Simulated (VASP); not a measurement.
# MgS: relaxed cell and band gap, by functional

MgS, Fm-3m (no. 225), 2 atoms in the cell.

| Functional | Volume (Å³/atom) | Change from the starting volume (fraction) | Gap, path and mesh (eV) | Time (s) |
|---|---|---|---|---|
| MVS (libxc) | 16.94 | -0.038 | 3.92 | 202 |
| PKZB (libxc) | 18.01 | 0.023 | 3.26 | 372 |
| HLE17 (libxc) | 15.60 | -0.114 | 3.86 | 263 |
| mBEEF (libxc) | 17.40 | -0.012 | 3.64 | 223 |
| r2SCAN (libxc) | 17.51 | -0.006 | 3.45 | 197 |

## Input of the first row

INCAR.step1:
```
PREC = Accurate
ENCUT = 600
EDIFF = 1E-5
ISMEAR = 0
SIGMA = 0.02
LREAL = F
LASPH = T
GGA_COMPAT = F
ALGO = Normal
NELM = 150
ISIF = 2
LWAVE = T
LCHARG = F
GGA = PE
KPAR = 2
```

INCAR.step2:
```
PREC = Accurate
ENCUT = 600
EDIFF = 1E-7
ISMEAR = 0
SIGMA = 0.02
LREAL = F
LASPH = T
GGA_COMPAT = F
ALGO = Normal
NELM = 150
ISIF = 3
LWAVE = F
LCHARG = F
METAGGA = LIBXC
LIBXC1 = MGGA_X_MVS
LIBXC2 = GGA_C_REGTPSS
LMIXTAU = T
IBRION = 2
EDIFFG = -0.005
NSW = 60
ISTART = 1
KPAR = 2
```

INCAR.step3, as INCAR.step2 but for:
```
- NSW = 60
- ISTART = 1
+ NSW = 40
```

INCAR.step4, as INCAR.step3 but for:
```
- ISIF = 3
- IBRION = 2
- EDIFFG = -0.005
- NSW = 40
+ ISIF = 2
+ NBANDS = 11
```

KPOINTS:
```
k-points
0
Gamma
  7 7 7
```

KPOINTS_OPT:
```
path GXWKGLUWLK,UX
8
line-mode
reciprocal
 0.0000000000  0.0000000000  0.0000000000  G
 0.5000000000  0.0000000000  0.5000000000  X

 0.5000000000  0.0000000000  0.5000000000  X
 0.5000000000  0.2500000000  0.7500000000  W

 0.5000000000  0.2500000000  0.7500000000  W
 0.3750000000  0.3750000000  0.7500000000  K

 0.3750000000  0.3750000000  0.7500000000  K
 0.0000000000  0.0000000000  0.0000000000  G

 0.0000000000  0.0000000000  0.0000000000  G
 0.5000000000  0.5000000000  0.5000000000  L

 0.5000000000  0.5000000000  0.5000000000  L
 0.6250000000  0.2500000000  0.6250000000  U

 0.6250000000  0.2500000000  0.6250000000  U
 0.5000000000  0.2500000000  0.7500000000  W

 0.5000000000  0.2500000000  0.7500000000  W
 0.5000000000  0.5000000000  0.5000000000  L

 0.5000000000  0.5000000000  0.5000000000  L
 0.3750000000  0.3750000000  0.7500000000  K

 0.6250000000  0.2500000000  0.6250000000  U
 0.5000000000  0.0000000000  0.5000000000  X
```

POSCAR.step1:
```
MgS
1.0
    0.0000000000      2.6016500000      2.6016500000
    2.6016500000      0.0000000000      2.6016500000
    2.6016500000      2.6016500000      0.0000000000
S Mg
1 1
Direct
    0.5000000000      0.5000000000      0.5000000000
    0.0000000000      0.0000000000      0.0000000000
```

Commands (each step's output is kept before the next begins):
```
cat potpaw_PBE.64/S/POTCAR potpaw_PBE.64/Mg/POTCAR > POTCAR
cp INCAR.step1 INCAR
cp POSCAR.step1 POSCAR
mpirun -np 2 vasp_std > vasp.out
cp INCAR.step2 INCAR
mpirun -np 2 vasp_std > vasp.out
cp CONTCAR POSCAR
rm WAVECAR CHG
cp INCAR.step3 INCAR
mpirun -np 2 vasp_std > vasp.out
cp CONTCAR POSCAR
rm WAVECAR CHG
cp INCAR.step4 INCAR
mpirun -np 2 vasp_std > vasp.out
```

Changes of the last row against the first:
```
- LIBXC1 = MGGA_X_MVS
- LIBXC2 = GGA_C_REGTPSS
+ LIBXC1 = MGGA_X_R2SCAN
+ LIBXC2 = MGGA_C_R2SCAN
```

VASP 6.6.1 took 202 s on 2 cores (AMD EPYC 7R43 (Zen 3)), a shared host.
